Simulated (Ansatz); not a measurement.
# KBr: frozen-core PAW against all-electron methods

```
CELL_PARAMETERS angstrom
0.00000 3.29250 3.29250
3.29250 0.00000 3.29250
3.29250 3.29250 0.00000
ATOMIC_POSITIONS crystal
K 0.00000 0.00000 0.00000
Br 0.50000 0.50000 0.50000
```

Atom numbers follow the list: K1, Br2.

The cell is COD entry 1010046, as deposited and not checked against the literature; nothing was relaxed. It is an old determination, and later ones may differ.

All numbers are computed: DFT, PBEsol, PAW with Ansatz's default frozen-core files, scalar-relativistic (Ansatz 0.2.0); DFT, PBEsol, all-electron LAPW, scalar-relativistic (Ansatz 0.2.0).

For PAW: a Γ-centred 6×6×6 k mesh, Fermi–Dirac smearing of 0.01 eV, cutoff 420 eV, no spin polarisation; the PAW files were made with PBE, and the program remakes their frozen cores for this functional. LAPW targets a basis error of 1 meV/atom. The Ansatz runs share mesh, smearing and spin set-up. Plane-wave (PAW) pressures include the program's estimate of the Pulay term.

Stress and pressure are positive in compression.

Levels count from the top of the valence band.

```json
{"quantity": "pressure (GPa)", "PAW": "-0.23", "LAPW": "-0.24"}
{"quantity": "band gap (eV)", "PAW": "4.298", "LAPW": "4.298"}
{"quantity": "highest filled level at U (eV)", "PAW": "-0.341", "LAPW": "-0.341"}
{"quantity": "lowest empty level at U (eV)", "PAW": "6.476", "LAPW": "6.477"}
{"quantity": "highest filled level at X (eV)", "PAW": "-0.293", "LAPW": "-0.293"}
{"quantity": "lowest empty level at X (eV)", "PAW": "5.742", "LAPW": "5.743"}
```

PAW's pressure differs from the LAPW value by about 0.01 GPa or less.
